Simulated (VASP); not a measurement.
Input of a VASP 6.6.1 run:

INCAR

```
PREC = Accurate
ENCUT = 520
EDIFF = 1E-7
ISMEAR = 0
SIGMA = 0.1
LREAL = False
LASPH = True
NELM = 60
ALGO = Fast
ISIF = 3
LWAVE = False
LCHARG = False
GGA = PE
IBRION = 2
NSW = 80
EDIFFG = -0.002
```

File KPOINTS:

```
regular mesh
0
Gamma
  18 18 18
```

Contents of POSCAR:

```
Ta
1.0
   -1.6512800000      1.6512800000      1.6512800000
    1.6512800000     -1.6512800000      1.6512800000
    1.6512800000      1.6512800000     -1.6512800000
Ta
1
Direct
    0.0000000000      0.0000000000      0.0000000000
```

Potentials or basis: VASP PAW PBE potentials, release 64 (Ta).

Run with:

```sh
$ cat potpaw_PBE.64/Ta/POTCAR > POTCAR
$ mpirun -np 1 vasp_std > vasp.out
```

**Question.** Estimate the band gap on the k mesh.

**Answer.** None (metal or under the smearing width).

**Question.** Estimate the relaxed cell.

**Answer.** a = 2.865 Å, b = 2.865 Å, c = 2.865 Å, α = 109.47°, β = 109.47°, γ = 109.47°.

Final structure:
```
CELL_PARAMETERS angstrom
-1.65406 1.65406 1.65406
1.65406 -1.65406 1.65406
1.65406 1.65406 -1.65406
ATOMIC_POSITIONS crystal
Ta 0.00000 0.00000 0.00000
```

Spin-orbit coupling is left out, which matters for the levels of Ta. Zero-point motion and thermal expansion aren't in these numbers.
